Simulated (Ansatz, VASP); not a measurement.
Fe: VASP beside Ansatz

```
Fe
1.0
    -1.37460    1.37460    1.37460
     1.37460   -1.37460    1.37460
     1.37460    1.37460   -1.37460
Fe
1
Direct
  0.00000 0.00000 0.00000
```

Alike in both runs: task single point; functional LDA; k mesh 16 × 16 × 16; occupations methfessel-paxton of order 1, width 0.3 eV; collinear spin.

|  | VASP | Ansatz |
| --- | --- | --- |
| version | VASP 6.6.1 | Ansatz 0.2.0 |
| potentials or method | VASP PAW LDA potentials, release 64 (Fe) | plane waves (420 eV) with PAW, scalar-relativistic |
| plane-wave cutoff (eV) | 520 | 420 |
| valence electrons in the cell | 8 | 16 |

Ansatz gave:

- pressure (GPa): 0.3
- net moment per atom (μB): 1.99
- size of the moment on the site where the two differ most (μB): 1.99

Task: What did VASP give for the same quantities?

Result: Pressure (GPa): -0.6; net moment per atom (μB): 1.96; size of the moment on the site where the two differ most (μB): 1.93.

Site moments also hang on the region over which each program counts them. The two sets of potentials don't hold the same shells in valence. Ansatz warned: «pseudo_functional_mismatch».
